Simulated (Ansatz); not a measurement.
# GaP (F-43m) in Ansatz: further runs

The runs below take GaP through phonons, with LDA, PBE.

Program: Ansatz 0.2.0. These are calculated values, not measurements. Logs are shortened: lines on timing, memory, paths and dates and some standing lists are left out, and cuts for length are marked.

**Measured values to compare with.**

From “Stacking defects in GaP nanowires: Electronic structure and optical properties”, 2018, arxiv:1810.01194, for a bulk crystal of GaP at 10 K: band gap 2.34 eV (indirect).

How close the calculation comes is told below.

## Step 1: The structure

It takes space group F-43m (No. 216, cubic). The conventional cell has a = 5.451 Å, b = 5.451 Å, c = 5.451 Å, α = 90.00°, β = 90.00°, γ = 90.00°. Around Ga (site symmetry -43m) lie 4 P at 2.36 Å. P (site symmetry -43m) is surrounded by 4 Ga at 2.36 Å.

## Step 2: Phonons, LDA

Contents of input.yaml:

```yaml
crystal:
  lattice:
    - [0.0, 2.72525, 2.72525]
    - [2.72525, 0.0, 2.72525]
    - [2.72525, 2.72525, 0.0]
  atoms:
    - { symbol: Ga, position: [0.0, 0.0, 0.0] }
    - { symbol: P, position: [0.75, 0.75, 0.75] }
kpoints:
  mp_grid: { grid: [6, 6, 6] }
scf:
  occupations: { method: fermi_dirac, width: 0.05 }
hamiltonian:
  xc: lda
  pseudopotentials: { kind: all_electron, lapw: { basis_error: 0.001 } }
output: {}
phonons:
  method: fd
  supercell: [1, 1, 1]
```

Potentials or basis: all-electron LAPW, scalar-relativistic.

Started as:

```console
$ ansatz run input.yaml --threads 1 --pin off --max-ram 3072MiB --backend cpu --events-out ev --progress --plain --runs-dir out
```

The log of the run:

```text
Warning: RAYON_NUM_THREADS=1 ignored (pool sized by the plan → 1); use --threads N
LAPW: plane waves up to 8.910 Å⁻¹, error target 1.0e-3 eV per atom; small_component_spin mean_spin; P in spheres of 1.032 Å, 13 of its electrons in bands, Dirac shells []; Ga in spheres of 1.257 Å, 21 of its electrons in bands, Dirac shells [] (how accurate: hamiltonian.pseudopotentials.lapw.basis_error, Limitations)
Engine: ansatz 0.2.0, aarch64-unknown-linux-gnu
Pseudopotentials: kind: all_electron
Pseudopotential: Ga, LAPW, valence charge 21, lapw/all_electron/scalar/gaussian/Ga, Koelling and Harmon's equation, gaussian nucleus
Pseudopotential: P, LAPW, valence charge 13, lapw/all_electron/scalar/gaussian/P, Koelling and Harmon's equation, gaussian nucleus
Functional definition: SPW92
  exchange = slater_x
  correlation = pw_c
Crystal: 2 atoms, lattice volume = 40.481 Å³
Basis set: ecut = 302.45806185051504 eV, 531 PW (Γ), exchange–correlation at level 2
Bands: 21, of which v1, the nominal top of the filled ones, is band 17 counted from 1 (16 counted from 0)
Symmetry: 24 space group operations
k-points: 16 of 216 (time reversal used)
Non-local potential: Ga, projectors of the file, none
Non-local potential: P, projectors of the file, none
Initial density: superposition of atomic densities (chi_scale 0.1, normalization cell, long waves kept (reshape's long-wave potential 0.00 eV rms))
Initial wavefunctions: plane waves of lowest kinetic energy (no species holds an atomic orbital)
Functional: x = slater, c = lda
iter 1 solved again at ethr=2.36e-3 eV; its pass at ethr=1.00e-1 eV (dr2=8.03e-1 eV) is discarded
SCF iter   1: F=—  HF=-62104.365147 eV  |F-HF|=—  |Δ(HF+E_count)|=         —  Δρ=3.88e-2  dr2=8.05e-1  ethr=2.36e-3  ⟨swp⟩=2.0  Hψ=2273  notcnv=0
preconditioner: auto → none  [insulator: Δε(μ)=1.910 eV  Ē_g=15.017 eV  σ=0.050 eV  W_gap=1.00  n_scr=14 (ndim 8)  ℏωp=24.8 eV  f_vac=0.017  D(μ)=0.00/eV (n_scr^D=0)  ε∞_Penn≈3.7]
iter 2 solved again at ethr=2.34e-4 eV; its pass at ethr=2.36e-3 eV (dr2=7.95e-2 eV) is discarded
SCF iter   2: F=—  HF=-62104.093737 eV  |F-HF|=—  |Δ(HF+E_count)|=   2.71e-1  Δρ=1.53e-2  dr2=7.95e-2  ethr=2.34e-4  ⟨swp⟩=2.0  Hψ=1744  notcnv=0
SCF iter   3: F=—  HF=-62104.059315 eV  |F-HF|=—  |Δ(HF+E_count)|=   3.44e-2  Δρ=6.90e-3  dr2=1.42e-2  ethr=2.34e-4  ⟨swp⟩=2.0  Hψ=975  notcnv=0
SCF iter   4: F=—  HF=-62104.052656 eV  |F-HF|=—  |Δ(HF+E_count)|=         —  Δρ=2.63e-3  dr2=2.82e-3  ethr=4.19e-5  ⟨swp⟩=2.0  Hψ=911  notcnv=0
the basis was enlarged: its passes take 71.7 KiB over the memory plan, 1 of 1 planned eigensolver slots
SCF iter   5: F=—  HF=-62104.051300 eV  |F-HF|=—  |Δ(HF+E_count)|=   1.36e-3  Δρ=4.76e-4  dr2=7.00e-5  ethr=8.28e-6  ⟨swp⟩=2.1  Hψ=912  notcnv=0
SCF iter   6: F=—  HF=-62104.051278 eV  |F-HF|=—  |Δ(HF+E_count)|=   2.23e-5  Δρ=5.28e-5  dr2=7.23e-7  ethr=2.06e-7  ⟨swp⟩=2.4  Hψ=917  notcnv=0
SCF iter   7: F=—  HF=-62104.051278 eV  |F-HF|=—  |Δ(HF+E_count)|=   5.52e-8  Δρ=2.89e-6  dr2=3.05e-9  ethr=2.13e-9  ⟨swp⟩=2.5  Hψ=921  notcnv=0
SCF iter   8: F=-62104.051278 eV  HF=-62104.051278 eV  |F-HF|=4.37e-11  |Δ(HF+E_count)|=  6.77e-10  Δρ=2.84e-7  dr2=2.18e-11  ethr=8.98e-12  ⟨swp⟩=3.0  Hψ=959  notcnv=0
SCF 1 converged in 8 iterations: F = -62104.051278 eV  dr2 = 2.18e-11
Symmetry: 4 space group operations
k-points: 46 of 216 (time reversal used)
Initial density: handed on by an earlier stage of this run
Initial wavefunctions: plane waves of lowest kinetic energy (no species holds an atomic orbital; no wavefunctions were taken with the density)
iter 1 solved again at ethr=3.29e-7 eV; its pass at ethr=1.00e-1 eV (dr2=1.12e-4 eV) is discarded
SCF iter   1: F=—  HF=-62104.050831 eV  |F-HF|=—  |Δ(HF+E_count)|=         —  Δρ=5.16e-4  dr2=1.06e-4  ethr=3.29e-7  ⟨swp⟩=4.3  Hψ=8209  notcnv=0
preconditioner: auto → none  [insulator: Δε(μ)=1.447 eV  Ē_g=15.472 eV  σ=0.050 eV  W_gap=1.00  n_scr=14 (ndim 8)  ℏωp=24.8 eV  f_vac=0.118  D(μ)=0.00/eV (n_scr^D=0)  ε∞_Penn≈3.6]
iter 2 solved again at ethr=2.70e-8 eV; its pass at ethr=3.11e-7 eV (dr2=9.19e-6 eV) is discarded
SCF iter   2: F=—  HF=-62104.050793 eV  |F-HF|=—  |Δ(HF+E_count)|=   3.75e-5  Δρ=1.91e-4  dr2=9.17e-6  ethr=2.70e-8  ⟨swp⟩=2.0  Hψ=4676  notcnv=0
SCF iter   3: F=—  HF=-62104.050792 eV  |F-HF|=—  |Δ(HF+E_count)|=   9.82e-7  Δρ=4.48e-5  dr2=4.50e-7  ethr=2.70e-8  ⟨swp⟩=2.0  Hψ=2621  notcnv=0
SCF iter   4: F=—  HF=-62104.050792 eV  |F-HF|=—  |Δ(HF+E_count)|=   8.87e-8  Δρ=4.55e-6  dr2=5.28e-9  ethr=1.32e-9  ⟨swp⟩=2.0  Hψ=2621  notcnv=0
SCF iter   5: F=—  HF=-62104.050792 eV  |F-HF|=—  |Δ(HF+E_count)|=   1.59e-9  Δρ=1.64e-6  dr2=8.62e-10  ethr=1.55e-11  ⟨swp⟩=3.0  Hψ=2735  notcnv=0
SCF iter   6: F=-62104.050792 eV  HF=-62104.050792 eV  |F-HF|=1.31e-10  |Δ(HF+E_count)|=   1.64e-9  Δρ=6.62e-7  dr2=8.97e-11  ethr=2.53e-12  ⟨swp⟩=2.0  Hψ=2623  notcnv=0
SCF 2 converged in 6 iterations: F = -62104.050792 eV  dr2 = 8.97e-11
iter 1 solved again at ethr=6.18e-7 eV; its pass at ethr=1.00e-1 eV (dr2=2.10e-4 eV) is discarded
SCF iter   1: F=—  HF=-62104.050867 eV  |F-HF|=—  |Δ(HF+E_count)|=         —  Δρ=6.32e-4  dr2=2.06e-4  ethr=6.18e-7  ⟨swp⟩=4.1  Hψ=8032  notcnv=0
iter 2 solved again at ethr=3.62e-8 eV; its pass at ethr=6.06e-7 eV (dr2=1.23e-5 eV) is discarded
SCF iter   2: F=—  HF=-62104.050794 eV  |F-HF|=—  |Δ(HF+E_count)|=   7.33e-5  Δρ=2.20e-4  dr2=1.23e-5  ethr=3.62e-8  ⟨swp⟩=2.0  Hψ=4712  notcnv=0
SCF iter   3: F=—  HF=-62104.050792 eV  |F-HF|=—  |Δ(HF+E_count)|=   1.83e-6  Δρ=6.79e-5  dr2=1.06e-6  ethr=3.62e-8  ⟨swp⟩=2.0  Hψ=2621  notcnv=0
SCF iter   4: F=—  HF=-62104.050792 eV  |F-HF|=—  |Δ(HF+E_count)|=   7.28e-9  Δρ=4.55e-6  dr2=4.78e-9  ethr=3.12e-9  ⟨swp⟩=2.0  Hψ=2621  notcnv=0
SCF iter   5: F=—  HF=-62104.050792 eV  |F-HF|=—  |Δ(HF+E_count)|=  9.82e-10  Δρ=1.66e-6  dr2=1.10e-9  ethr=1.41e-11  ⟨swp⟩=3.0  Hψ=2755  notcnv=0
SCF iter   6: F=-62104.050792 eV  HF=-62104.050792 eV  |F-HF|=7.06e-10  |Δ(HF+E_count)|=   2.19e-9  Δρ=6.60e-7  dr2=1.63e-10  ethr=3.23e-12  ⟨swp⟩=2.0  Hψ=2621  notcnv=0
SCF 3 converged in 6 iterations: F = -62104.050792 eV  dr2 = 1.63e-10
SCF converged after 8 iterations
Free energy (F): -62104.051278 eV
Harris-Foulkes:  -62104.051278 eV  (|F-HF|=4.37e-11)
Internal energy: -62104.051278 eV  (E = F + TS)
E sigma→0 (E₀):  -62104.051278 eV
Entropy (-TS):   -0.000000 eV (-0.000 meV/atom)
Fermi energy:    9.021878 eV
--- Per-component energies (eV) ---
  E_band       = -1795.533872
  E_kinetic    = 63144.811763
  E_xc         = -2583.496587
  E_electrostatic = -122665.366454  (all electrons and nuclei)
  E_smearing   = -0.000000  (= −TS)
  E_closure    = 0.000000  (closes the sum)
  E_atoms      = -62093.643931  (free atoms, spherical and without spin; not in F)
  Σ components = -62104.051278   (vs F -62104.051278, Δ=0.00e0)
  Basis errors (estimates in eV, not in F): energy 4.3e-4 per atom: plane waves 4.0e-4 (2.4e-4 summed), levels above the bands 3.6e-60, relativity 4.5e-9, radial functions 3.1e-5, core shells 1.3e-10; eigenvalues (radial functions only) 4.4e-7; not estimated: angular momenta, meshes, grids; target (lapw.basis_error) 1.0e-3; muffin-tin radii P 1.032 Å, Ga 1.257 Å
--- Forces (eV/Å), atoms counted from 1 ---
  atom   1  Ga     0.00000000    -0.00000000     0.00000000
  atom   2  P     -0.00000000     0.00000000    -0.00000000
  max |Σ_I F_I| component: 1.16e-17 eV/Å
--- Band table (eV; the first three rows and the last of 16) ---
  k-point 0: bands = ["-158.5297", "-134.2241", "-109.8725", "-109.8725", "-109.8725", "-85.4462", "-85.4462", "-85.4462", "-6.3752", "-6.3752", "-6.3752", "-6.2769", "-6.2769", "-4.2236", "8.2993", "8.2993", "8.2993", "9.9023", "12.0813", "12.0813", "12.0813"]
  k-point 1: bands = ["-158.5297", "-134.2241", "-109.8725", "-109.8725", "-109.8725", "-85.4462", "-85.4462", "-85.4462", "-6.3965", "-6.3674", "-6.3674", "-6.2768", "-6.2768", "-3.8670", "5.8553", "7.9220", "7.9220", "10.5406", "12.6341", "12.6341", "13.1772"]
  k-point 2: bands = ["-158.5297", "-134.2241", "-109.8725", "-109.8725", "-109.8725", "-85.4463", "-85.4462", "-85.4462", "-6.4348", "-6.3549", "-6.3549", "-6.2733", "-6.2733", "-2.9138", "3.0208", "7.3813", "7.3813", "10.0218", "13.0143", "13.0143", "15.7023"]
  k-point 15: bands = ["-158.5297", "-134.2241", "-109.8725", "-109.8725", "-109.8725", "-85.4463", "-85.4463", "-85.4462", "-6.4740", "-6.3301", "-6.3157", "-6.2974", "-6.2639", "-1.1472", "1.5911", "4.8798", "4.9864", "11.6436", "11.8218", "15.7123", "15.7375"]
--- Phonons: 2 displaced members + reference (amplitude 0.01 Å, Σ member SCF iterations 12) ---
  symmetry images taken by strict's conditions (phonons.symmetry_images: auto; settled by no image being taken that strict refuses)
  ASR residual: 4.678e-4 → 0.000e0 eV/Å²; symmetrization residual: 2.536e-4 eV/Å²
  largest component of a force at the reference: 3.0e-17 eV/Å
  ASR residual per site (eV/Å²): 4.68e-4 4.39e-4
  Γ frequencies (cm⁻¹): 0.00 0.00 0.00 350.90 350.90 350.90
  density of states and harmonic sums: on the 20×20×20 q-mesh, interpolated from the force constants of a 1×1×1 supercell (no non-analytic term)
  largest difference from the sums on the solved wave vectors: F 4.23e-1 eV, S 6.81e-4 and C_V 2.58e-4 eV/K
  zero-point energy: 0.087184 eV/cell   skipped modes (ω ≤ 0): 3   left out of the sums: 6.25e-5 of the cell's modes: C_V's classical limit lies that fraction below 3 k_B per atom; for a crystal, a wire or a layer, F and S can be off by more, and a phonons.interpolated_qmesh denser along its periods is the remedy for the sampling
```

Run time: 34 s. Hardware: 1 thread of Arm Neoverse V1, shared host; peak memory 0.31 GiB.

What came out:

* Free energy: -62104.0513 eV
* Band gap on the k mesh: 1.49 eV, indirect (least direct gap 1.60 eV)
* Highest phonon frequency at Γ, LO-TO splitting left out: 351 cm⁻¹

Phonon frequencies in cm⁻¹ (negative: imaginary):
| q point | frequencies |
| --- | --- |
| (0.000, 0.000, 0.000) | 0 0 0 351 351 351 |

## Step 3: Phonons, PBE

input.yaml, as its differences from that of step 2:

```diff
@@ -13,3 +13,3 @@
 hamiltonian:
-  xc: lda
+  xc: pbe
   pseudopotentials: { kind: all_electron, lapw: { basis_error: 0.001 } }
```

Potentials or basis: all-electron LAPW, scalar-relativistic.

Started as:

```console
$ ansatz run input.yaml --threads 1 --pin off --max-ram 3072MiB --backend cpu --events-out ev --progress --plain --runs-dir out
```

The log of the run:

```text
Warning: RAYON_NUM_THREADS=1 ignored (pool sized by the plan → 1); use --threads N
LAPW: plane waves up to 8.899 Å⁻¹, error target 1.0e-3 eV per atom; small_component_spin mean_spin; P in spheres of 1.032 Å, 13 of its electrons in bands, Dirac shells []; Ga in spheres of 1.257 Å, 21 of its electrons in bands, Dirac shells [] (how accurate: hamiltonian.pseudopotentials.lapw.basis_error, Limitations)
Engine: ansatz 0.2.0, x86_64-unknown-linux-gnu
Pseudopotentials: kind: all_electron
Pseudopotential: Ga, LAPW, valence charge 21, lapw/all_electron/scalar/gaussian/Ga, Koelling and Harmon's equation, gaussian nucleus
Pseudopotential: P, LAPW, valence charge 13, lapw/all_electron/scalar/gaussian/P, Koelling and Harmon's equation, gaussian nucleus
Functional definition: PBE
  parameter kappa = 0.804
  parameter beta = 0.06672455060314922
[... 72 lines left out ...]
  k-point 2: bands = ["-159.1998", "-134.8012", "-109.6745", "-109.6744", "-109.6744", "-85.5326", "-85.5326", "-85.5326", "-6.0608", "-5.9762", "-5.9762", "-5.8941", "-5.8941", "-2.6530", "3.3288", "7.6289", "7.6289", "10.4359", "13.3447", "13.3447", "16.1347"]
  k-point 15: bands = ["-159.1998", "-134.8012", "-109.6744", "-109.6744", "-109.6744", "-85.5326", "-85.5326", "-85.5326", "-6.1015", "-5.9505", "-5.9366", "-5.9180", "-5.8846", "-0.9208", "1.9297", "5.1608", "5.2732", "12.0129", "12.1836", "16.0848", "16.1084"]
--- Phonons: 2 displaced members + reference (amplitude 0.01 Å, Σ member SCF iterations 12) ---
  symmetry images taken by strict's conditions (phonons.symmetry_images: auto; settled by no image being taken that strict refuses)
  ASR residual: 7.478e-4 → 0.000e0 eV/Å²; symmetrization residual: 2.021e-4 eV/Å²
  largest component of a force at the reference: 3.0e-17 eV/Å
  ASR residual per site (eV/Å²): 7.48e-4 5.11e-4
  Γ frequencies (cm⁻¹): 0.00 0.00 0.00 357.73 357.73 357.73
  density of states and harmonic sums: on the 20×20×20 q-mesh, interpolated from the force constants of a 1×1×1 supercell (no non-analytic term)
  largest difference from the sums on the solved wave vectors: F 4.18e-1 eV, S 6.76e-4 and C_V 2.58e-4 eV/K
  zero-point energy: 0.088882 eV/cell   skipped modes (ω ≤ 0): 3   left out of the sums: 6.25e-5 of the cell's modes: C_V's classical limit lies that fraction below 3 k_B per atom; for a crystal, a wire or a layer, F and S can be off by more, and a phonons.interpolated_qmesh denser along its periods is the remedy for the sampling
```

phdos.tsv:

```text
# omega_inv_cm	omega_thz	g_bin_mean(omega)[modes/inv_cm]
# format = ansatz-phdos/2
# interpolated_qmesh = 20 20 20
# force_constants_supercell = 1 1 1
# lo_to_splitting: not included (the non-analytic LO-TO correction is not applied to the interpolated dynamical matrix; polar crystals: no LO-TO splitting at GAMMA, and LO and other optical branches, acoustic branches and sound speeds, and with them the density of states and the thermodynamics, can be off between the wave vectors that the force constants were sampled on, most near GAMMA; a larger extent of the force constants narrows that region and is not shown to mend the acoustic slopes)
# g_bin_mean(omega): the modes in a bin one row spacing wide, centred on omega, divided by that spacing. A flat band (one whose frequency is the same at every q-point) is counted whole in the row whose bin holds it (on the edge of two bins, in the lower row). The modes of the run's own cell are the sum of g_bin_mean times the row spacing in inv_cm (a plain sum, not the trapezoid rule); for a one-atom cell on a GAMMA-only q-mesh every row is zero, so that sum is 0, not 3
0.000000	0.000000	7.380481e-9
0.715469	0.021449	1.918925e-7
1.430939	0.042898	7.232871e-7
2.146408	0.064348	1.608945e-6
2.861878	0.085797	2.848866e-6
3.577347	0.107246	4.443049e-6
[... 493 lines left out ...]
357.019246	10.703168	3.593116e-3
357.734715	10.724617	2.071742e-4
```

It took 23 s on 1 thread of Intel Xeon Platinum 8488C (Sapphire Rapids), shared host; peak memory 0.37 GiB.

What came out:

```yaml
Free_energy: -62209.6592 eV
Band_gap_on_the_k_mesh: 1.65 eV, indirect (least direct gap 1.83 eV)
Highest_phonon_frequency_at_Γ_LO-TO_splitting_left_out: 358 cm⁻¹
```

Phonon frequencies in cm⁻¹ (negative: imaginary):
```
              q point        frequencies
(0.000, 0.000, 0.000)  0 0 0 358 358 358
```

## Step 4: Comparison with measurements

Step 2. A measured gap of GaP is 2.34 eV (indirect; 10 K; quoted in “Stacking defects in GaP nanowires: Electronic structure and optical properties”, 2018, arxiv:1810.01194); the calculated 1.49 eV misses it by -0.85 eV. Spin-orbit coupling on Ga is left out. The value is that of LDA on a finite k mesh, which can miss the band edges, without temperature or zero-point motion. Semilocal functionals fall short of measured gaps as a rule.

Step 3. Measured gap of GaP: 2.34 eV (indirect; 10 K; quoted in “Stacking defects in GaP nanowires: Electronic structure and optical properties”, 2018, arxiv:1810.01194). This calculation gives 1.65 eV (-0.69 eV). Spin-orbit coupling on Ga is left out. The value is that of PBE on a finite k mesh, which can miss the band edges, without temperature or zero-point motion. Semilocal functionals fall short of measured gaps as a rule.
